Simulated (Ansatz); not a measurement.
How much does the functional matter for the cell of In5AgSe8?

The starting cell is an entry of the Crystallography Open Database (1983):

```
CELL_PARAMETERS angstrom
5.79340 0.00000 0.00000
0.00000 5.79340 0.00000
0.00000 0.00000 11.62230
ATOMIC_POSITIONS crystal
In 0.00000 0.50000 0.25013
In 0.50000 0.00000 0.74987
In 0.00000 0.50000 0.74987
In 0.50000 0.00000 0.25013
In 0.50000 0.50000 0.00000
Ag 0.00000 0.00000 0.50000
Se 0.22834 0.22834 0.11225
Se 0.22834 0.77166 0.88775
Se 0.77166 0.77166 0.11225
Se 0.77166 0.22834 0.88775
Se 0.72177 0.72177 0.61414
Se 0.72177 0.27823 0.38586
Se 0.27823 0.27823 0.61414
Se 0.27823 0.72177 0.38586
```

Atoms and cell were relaxed at zero pressure with plane-wave PAW DFT (Ansatz 0.2.0; one set of PAW datasets, made under PBE, for all functionals; 420 eV, r2SCAN 500 eV; 6×6×3 Γ-centred mesh, fermi-dirac occupations of width 0.100 eV; no spin polarisation, no spin-orbit coupling, no dispersion correction), keeping the symmetry (P-42m, No. 111).

Q: What cells and energies do LDA, PBEsol, PBE, r2SCAN give?

A: The relaxed conventional cells:

| functional | a (Å) | c (Å) | volume (Å³/atom) | formation energy (eV/atom) |
| --- | --- | --- | --- | --- |
| LDA | 5.708 | 11.460 | 26.67 | -0.448 |
| PBEsol | 5.778 | 11.661 | 27.81 | -0.459 |
| PBE | 5.902 | 12.088 | 30.07 | -0.501 |
| r2SCAN | 5.837 | 11.955 | 29.09 | -0.647 |
| the entry | 5.793 | 11.622 | 27.86 | – |

LDA gives the smallest volume and PBE the largest, 12.8 % more, the usual order, since LDA overbinds and PBE's gradient terms loosen the lattice. Against the entry's volume: LDA -4.3 %, PBEsol -0.2 %, PBE +7.9 %, r2SCAN +4.4 %; PBEsol comes nearest. The formation energies span 0.20 eV an atom, lowest under r2SCAN.

Caveats: each relaxation keeps the start's symmetry, so a distorted cell may lie lower; computed cells are at 0 K with fixed nuclei, while the entry holds thermal expansion, often some tenths of a per cent in volume and more in soft crystals; the relaxed cell lies far from the entry, by an error of the functional or of the entry; formation energies are at zero smearing against the elements' usual phases under the same functional, gases as free molecules, uncorrected.
